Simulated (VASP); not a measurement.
Runs of VASP 6.6.1 on BAs. The structure is cubic, space group F-43m (No. 216). The conventional cell has a = 4.778 Å, b = 4.778 Å, c = 4.778 Å, α = 90.00°, β = 90.00°, γ = 90.00°. Around B (site symmetry -43m) lie 4 As at 2.07 Å. Around As (site symmetry -43m) lie 4 B at 2.07 Å. The cell was built by a generator and needn't be a form met in nature.

| task | level | k mesh | grid for exact exchange (PRECFOCK) | screening parameter | exchange at q = 0 | mesh quality | gap on the mesh (eV) | pressure (GPa) |
| --- | --- | --- | --- | --- | --- | --- | --- | --- |
| single point | HSE06 | 5 × 5 × 5 | Fast | 0.2 1/A | - | coarse | 1.87 | (b) |
| single point | PBE | 5 × 5 × 5 | - | - | - | coarse | (a) | 3.5 |
| dielectric tensor | PBE | 12 × 12 × 12 | - | - | - | not flagged | 1.18 | - |
| single point | PBE0 | 5 × 5 × 5 | Fast | - | truncated | coarse | 2.55 | -0.7 |

Alike in all rows: potentials or basis VASP PAW PBE potentials, release 64 (B, As); no spin polarisation; cell as given; cutoff (eV) 520; smearing gaussian 0.02 eV.

Fill in the values left out.

(a) 1.17; (b) -0.5.

Caveats: some runs use coarse meshes; an odd mesh through Γ misses points on the zone boundary, where band edges often lie (some runs); the PAW data sets were made with another functional, which shifts forces and pressure a little (some runs).

A k mesh can miss the band edges, and the runs leave out spin-orbit coupling on As.
